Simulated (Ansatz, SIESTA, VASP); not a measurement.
One calculation of Mo, 3 ways

The starting cell:

```xyz
1
Lattice="-1.5838 1.5838 1.5838 1.5838 -1.5838 1.5838 1.5838 1.5838 -1.5838" Properties=species:S:1:pos:R:3 pbc="T T T"
Mo    0.0000    0.0000    0.0000
```

Alike in all runs: task relaxation of cell and atoms; functional BLYP; k mesh 12 × 12 × 12; occupations fermi-dirac, width 0.05 eV; no spin polarisation; no spin-orbit coupling.

```json
{"program and potentials": "SIESTA, files PseudoDojo sr-pbe-0.4.1-standard, DZP (energy shift 0.003 Ry; two zetas on semicore shells)", "plane-wave cutoff (eV)": "-", "notes": "atomic basis; potentials made for PBE", "equilibrium volume (Å³/atom)": "16.59"}
{"program and potentials": "Ansatz, all-electron LAPW, scalar-relativistic", "plane-wave cutoff (eV)": "-", "notes": "-", "equilibrium volume (Å³/atom)": "16.40"}
{"program and potentials": "VASP, PBE PAW files Mo_sv, 600 eV", "plane-wave cutoff (eV)": "600", "notes": "potentials made for PBE", "equilibrium volume (Å³/atom)": "16.46"}
```

The equilibrium volume spans 16.40 (Ansatz, all-electron LAPW, scalar-relativistic) to 16.59 Å³/atom (SIESTA, files PseudoDojo sr-pbe-0.4.1-standard, DZP (energy shift 0.003 Ry; two zetas on semicore shells)), with all-electron results at 16.40. Relaxations stop with a little pressure left, so the last digit of a volume isn't settled. Rows in atomic bases carry the error of their basis and grid, which can be large.

The functional is the same throughout but for its coding, so the spread measures potentials, basis and numerics; runs on potential files found faulty are left out.
